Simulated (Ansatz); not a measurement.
Property card for BaO

All numbers below come from DFT r2SCAN, scalar-relativistic, plane waves, PAW (Ansatz).

Plane waves to 500 eV, a k mesh through Γ of 8×8×8 on the computed 2-atom cell and Gaussian smearing (0.02 eV); no spin polarisation.

The structure is relaxed at this level of theory with its symmetry kept.

```yaml
crystal:
  lattice:
    - [0.00000, 2.77211, 2.77211]
    - [2.77211, 0.00000, 2.77211]
    - [2.77211, 2.77211, 0.00000]
  atoms:
    - { symbol: Ba, position: [0.00000, 0.00000, 0.00000] }
    - { symbol: O, position: [0.50000, 0.50000, 0.50000] }
```

Q: Formation energy from the elements' standard states (uncorrected)?

A: -2.760 eV/atom.

Q: Generalised Kohn–Sham band gap?

A: 2.38 eV, direct at X.

Q: Löwdin character of the top 1 eV of the valence band?

A: O 2p 90 %, unprojected 5 %.

Q: Electron masses at the edge by Cartesian direction of the standard setting (m_e; degenerate bands sorted by energy; no spin-orbit coupling)?

A: x: 1.2; y: 0.39; z: 0.39.

Q: Hole masses at the edge by Cartesian direction of the standard setting (m_e; degenerate bands sorted by energy; no spin-orbit coupling)?

A: x: 0.42; y: 3.7; z: 3.7.

Q: Bulk modulus?

A: 76 GPa.

Q: Its pressure derivative?

A: 4.6.

Q: Bader charges (e)?

A: Ba (1 in the cell) 1.48, O (1 in the cell) -1.48.

Spin-orbit coupling is left out, which matters for the bands of heavy elements.

Cost: 8 runs of about 1.3 core-minutes in all, on Arm Neoverse N1 (shared hosts).